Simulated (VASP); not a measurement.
# Si (Fd-3m) in VASP: further runs, part 2 of 2

VASP 6.6.1. Earlier steps stand in the parts before.

## Step 4: Single point, PBE (grid = ENCUT=250 dk=0.45 cell=2x2x2 ISMEAR=0 SIGMA=0.05 LREAL=Auto EDIFF=1e-06)

File INCAR:

```
  PREC = Accurate
  ENCUT = 250
  EDIFF = 1E-6
  ISMEAR = 0
  SIGMA = 0.05
  LREAL = Auto
  LASPH = T
  NELM = 120
  ALGO = Fast
  ISIF = 2
  LWAVE = F
  LCHARG = F
  GGA = PE
  NBANDS = 40
```

File KPOINTS:

```
Automatic mesh
0
Gamma
  3 3 3
```

File POSCAR:

```
Si
1.0
    0.0000000000      5.4437023730      5.4437023730
    5.4437023730      0.0000000000      5.4437023730
    5.4437023730      5.4437023730      0.0000000000
Si
16
Direct
    0.2500000000      0.2500000000      0.2500000000
    0.2500000000      0.2500000000      0.7500000000
    0.2500000000      0.7500000000      0.2500000000
    0.2500000000      0.7500000000      0.7500000000
    0.7500000000      0.2500000000      0.2500000000
    0.7500000000      0.2500000000      0.7500000000
    0.7500000000      0.7500000000      0.2500000000
    0.7500000000      0.7500000000      0.7500000000
    0.3750000000      0.3750000000      0.3750000000
    0.3750000000      0.3750000000      0.8750000000
    0.3750000000      0.8750000000      0.3750000000
    0.3750000000      0.8750000000      0.8750000000
    0.8750000000      0.3750000000      0.3750000000
    0.8750000000      0.3750000000      0.8750000000
    0.8750000000      0.8750000000      0.3750000000
    0.8750000000      0.8750000000      0.8750000000
```

Potentials or basis: VASP PAW PBE potentials, release 64 (Si).

The run is started by

```bash
> cat potpaw_PBE.64/Si/POTCAR > POTCAR
> mpirun -np 1 vasp_std > vasp.out
```

OUTCAR:

```text
PREC = Accurate
   ENCUT = 250
   EDIFF = 1E-6
   ISMEAR = 0
   LREAL = Auto
   LASPH = T
   NELM = 120
   ISIF = 2
   GGA = PE

 Found      4 irreducible k-points:

 Following reciprocal coordinates:
            Coordinates               Weight
  0.000000  0.000000  0.000000      1.000000
  0.333333  0.000000  0.000000      8.000000
  0.333333  0.333333  0.000000      6.000000
 -0.333333  0.333333  0.000000     12.000000
   k-points           NKPTS =      4   k-points in BZ     NKDIM =      4   number of bands    NBANDS=     40
   number of dos      NEDOS =    301   number of ions     NIONS =     16
   total plane-waves  NPLWV =  64000
   dimension x,y,z NGX =    40 NGY =   40 NGZ =   40
   dimension x,y,z NGXF=    80 NGYF=   80 NGZF=   80
   ions per type =              16
   NGX,Y,Z   is equivalent  to a cutoff of   8.64,  8.64,  8.64 a.u.
   NGXF,Y,Z  is equivalent  to a cutoff of  17.28, 17.28, 17.28 a.u.
 SYSTEM =  unknown system
   PREC   = accura    normal or accurate (medium, high low for compatibility)
   ISTART =      0    job   : 0-new  1-cont  2-samecut
[... 62 lines left out ...]
 Fermi energy:         6.0159889255

 k-point     1 :       0.0000    0.0000    0.0000
  band No.  band energies     occupation
      1      -6.1484      2.00000
      2      -3.8348      2.00000
      3      -3.8348      2.00000
      4      -3.8348      2.00000
      5      -3.8348      2.00000
      6      -2.0283      2.00000
[... 161 lines left out ...]
     39       9.1405      0.00000
     40       9.2538      0.00000

------------------------ aborting loop because EDIFF is reached ----------------------------------------

  FORCE on cell =-STRESS in cart. coord.  units (eV):
  Direction    XX          YY          ZZ          XY          YZ          ZX
  --------------------------------------------------------------------------------------
  -------------------------------------------------------------------------------------
  Total        2.2874750      2.2874750      2.2874750      0.0000000      0.0000000      0.0000000
  in kB       11.3593589     11.3593589     11.3593589      0.0000000      0.0000000      0.0000000
  external PRESSURE =      11.3593589 kB  Pullay stress =       0.0000000 kB

 VOLUME and BASIS-vectors are now :
 -----------------------------------------------------------------------------
  energy-cutoff  :      250.00
  volume of cell :      322.64
      direct lattice vectors                 reciprocal lattice vectors
     0.000000000  5.443702373  5.443702373    -0.091849254  0.091849254  0.091849254
     5.443702373  0.000000000  5.443702373     0.091849254 -0.091849254  0.091849254
     5.443702373  5.443702373  0.000000000     0.091849254  0.091849254 -0.091849254

 POSITION                                       TOTAL-FORCE (eV/Angst)
 -----------------------------------------------------------------------------------
      2.72185      2.72185      2.72185         0.000000      0.000000      0.000000
      5.44370      5.44370      2.72185         0.000000      0.000000      0.000000
      5.44370      2.72185      5.44370         0.000000      0.000000      0.000000
      8.16555      5.44370      5.44370         0.000000      0.000000      0.000000
      2.72185      5.44370      5.44370         0.000000      0.000000      0.000000
      5.44370      8.16555      5.44370         0.000000      0.000000      0.000000
[... 8 lines left out ...]
      6.80463      6.80463      9.52648        -0.000000     -0.000000     -0.000000
      9.52648      9.52648      9.52648        -0.000000     -0.000000     -0.000000
 -----------------------------------------------------------------------------------
    total drift:                                0.000000     -0.000000     -0.000000

  FREE ENERGIE OF THE ION-ELECTRON SYSTEM (eV)
  ---------------------------------------------------
  free  energy   TOTEN  =       -86.4310141586 eV

  energy  without entropy=      -86.4310141586  energy(sigma->0) =      -86.43101416
```

OSZICAR:

```text
N       E                     dE             d eps       ncg     rms          rms(c)
DAV:   1     0.101391558665E+03    0.10139E+03   -0.15984E+04   320   0.736E+02
DAV:   2    -0.780951206315E+02   -0.17949E+03   -0.16963E+03   408   0.145E+02
DAV:   3    -0.876512437777E+02   -0.95561E+01   -0.93940E+01   408   0.324E+01
DAV:   4    -0.878547741650E+02   -0.20353E+00   -0.20283E+00   392   0.548E+00
DAV:   5    -0.878613316658E+02   -0.65575E-02   -0.65547E-02   392   0.835E-01    0.150E+01
RMM:   6    -0.868664181657E+02    0.99491E+00   -0.52136E-01   323   0.231E+00    0.913E+00
RMM:   7    -0.864092276448E+02    0.45719E+00   -0.13841E+00   339   0.391E+00    0.472E-01
RMM:   8    -0.864261413864E+02   -0.16914E-01   -0.13536E-01   348   0.141E+00    0.253E-01
RMM:   9    -0.864301746981E+02   -0.40333E-02   -0.32806E-02   362   0.632E-01    0.248E-01
RMM:  10    -0.864307298857E+02   -0.55519E-03   -0.51533E-03   371   0.284E-01    0.168E-01
RMM:  11    -0.864309651244E+02   -0.23524E-03   -0.22077E-03   356   0.186E-01    0.103E-01
RMM:  12    -0.864309984721E+02   -0.33348E-04   -0.35781E-04   370   0.851E-02    0.649E-02
RMM:  13    -0.864310111909E+02   -0.12719E-04   -0.11939E-04   388   0.399E-02    0.762E-02
RMM:  14    -0.864310148047E+02   -0.36139E-05   -0.20417E-05   342   0.192E-02    0.770E-02
RMM:  15    -0.864310141586E+02    0.64619E-06   -0.67770E-06   320   0.112E-02
   1 F= -.86431014E+02 E0= -.86431014E+02  d E =-.197466E-12
```

stdout:

```text
POSCAR found type information on POSCAR Si
 POSCAR found :  1 types and      16 ions
 scaLAPACK will be used
 LDA part: xc-table for (Slater+PW92), standard interpolation
 POSCAR, INCAR and KPOINTS ok, starting setup
 FFT: planning ... GRIDC
 FFT: planning ... GRID_SOFT
 FFT: planning ... GRID
 WAVECAR not read
 entering main loop
```

Wall time 20 s (1 thread of Intel Xeon 6975P-C (Granite Rapids), shared host); peak memory 0.22 GiB.

The run converged, but some of its settings lie outside the range that counts as converged, so its numbers aren't taken as properties of the crystal.

What came out:

```yaml
Free_energy: -86.4310 eV
Band_gap_on_the_k_mesh: 0.73 eV
```

Caveat: the cutoff is under 1.25 times the usual one of these potentials, so pressure, stress and relaxed cells hold a basis-set (Pulay) error; an odd mesh through Γ misses points on the zone boundary, where band edges often lie.

## Step 5: For comparison

An earlier run on the cell as given: functional PBE; potentials or basis VASP PAW PBE potentials, release 64 (Si); cutoff 520 eV; k mesh 8 × 8 × 8; occupations fermi-dirac, width 0.05 eV; no spin polarisation.

* Pressure: 1.3 GPa
* Band gap on the k mesh: 0.63 eV, indirect (least direct gap 2.56 eV)
